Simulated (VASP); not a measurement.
**CsPbCl3: band structure with LDA**

The system is CsPbCl3.

```
CELL_PARAMETERS angstrom
5.60500 0.00000 0.00000
0.00000 5.60500 0.00000
0.00000 0.00000 5.60500
ATOMIC_POSITIONS crystal
Pb 0.50000 0.50000 0.50000
Cs 0.00000 0.00000 0.00000
Cl 0.50000 0.00000 0.50000
Cl 0.00000 0.50000 0.50000
Cl 0.50000 0.50000 0.00000
```

| Quantity | Value |
| --- | --- |
| Program | VASP 6.6.1 |
| Task | band structure |
| Functional | LDA |
| Potentials or basis | VASP PAW LDA potentials, release 64 (Pb_d, Cs_sv, Cl) |
| Cutoff | 520 eV |
| k mesh | 6 × 6 × 6 |
| Occupations | gaussian, width 0.02 eV |
| Spin | no spin polarisation |
| Ladder | gaps |
| Further INCAR settings | ALGO = Fast; EDIFF = 1e-07; NBANDS = 30 |

```yaml
Band_gap_on_the_k_mesh: 1.71 eV, direct
Band_gap_along_the_path: 1.71 eV, direct
```

Levels at the corners of the path, in eV from the valence-band top:
```
point  band 18  band 19  band 20  band 21  band 22  band 23  band 24  band 25  band 26  band 27
    Γ    -2.62    -2.62    -2.51    -2.51    -2.51     2.96     4.01     4.01     4.97     4.97
    X    -2.73    -2.73    -2.63    -2.63    -1.69     2.85     4.38     4.96     5.15     5.15
    X    -2.73    -2.73    -2.63    -2.63    -1.69     2.85     4.38     4.96     5.15     5.15
    M    -2.83    -2.83    -2.75    -2.19    -0.82     2.33     2.33     4.75     5.16     5.48
    M    -2.83    -2.83    -2.75    -2.19    -0.82     2.33     2.33     4.75     5.16     5.48
    Γ    -2.62    -2.62    -2.51    -2.51    -2.51     2.96     4.01     4.01     4.97     4.97
    Γ    -2.62    -2.62    -2.51    -2.51    -2.51     2.96     4.01     4.01     4.97     4.97
    R    -2.74    -2.18    -2.18    -2.18     0.00     1.71     1.71     1.71     4.77     5.38
    R    -2.74    -2.18    -2.18    -2.18     0.00     1.71     1.71     1.71     4.77     5.38
    X    -2.73    -2.73    -2.63    -2.63    -1.69     2.85     4.38     4.96     5.15     5.15
    M    -2.83    -2.83    -2.75    -2.19    -0.82     2.33     2.33     4.75     5.16     5.48
    R    -2.74    -2.18    -2.18    -2.18     0.00     1.71     1.71     1.71     4.77     5.38
```

Wall time 96 s on 2 MPI ranks on Intel(R) Xeon(R) 6975P-C (Granite Rapids) (shared host), peak memory 0.38 GiB a rank.

Caveat: the log is that of the step along the path at fixed density, whose energy, stress, charges and moments have no meaning; spin-orbit coupling is left out, which as a rule narrows the gap of such compounds by several tenths of an eV. As with any semilocal functional, this LDA gap is likely too small.
